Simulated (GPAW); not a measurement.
## ZnSe (Stilleite): dielectric tensor with LDA

**The experiment to reproduce.**

A printed reference work, textbook reports, for a bulk crystal of ZnSe: high-frequency dielectric constant 5.9.

ZnSe (Stilleite):

```xyz
2
Lattice="0.0000 2.7955 2.7955 2.7955 0.0000 2.7955 2.7955 2.7955 0.0000" Properties=species:S:1:pos:R:3 pbc="T T T"
Se    4.1933    4.1933    4.1933
Zn    0.0000    0.0000    0.0000
```

```yaml
Program: GPAW 26.7.0
Task: dielectric tensor
Functional: LDA
Potentials_or_basis: the program's PAW data sets (release 1.2.1) made for this functional
Cutoff: 500 eV
Basis: pw
k_mesh: 7 × 7 × 7
Occupations: fermi-dirac, width 0.001 eV
Spin: no spin polarisation
Response_ecut: 80 eV
Maxiter: 150
Response_k_mesh: 20 × 20 × 20
Response_bands: 29
Kernels: "[\"RPA\"]"
Coarser_k_mesh: 20 × 20 × 20
```

```
Band gap on the k mesh                  : 1.21 eV, direct
Electronic dielectric tensor (diagonal) : 7.17
```

Electronic dielectric tensor:
```
7.17 0.00 0.00
0.00 7.17 0.00
0.00 0.00 7.17
```

It took 5 min on 1 thread of Arm Neoverse V1, with other jobs on the host, peak memory 0.51 GiB.

The gap isn't set beside the measured one, since this odd mesh misses points on the zone boundary. A measured high-frequency dielectric constant of ZnSe is 5.9 (a printed reference work, textbook); the calculated 7.17 misses it by +21.6 %.

Caveat: the long-wavelength limit can be off by several per cent where d states take part.
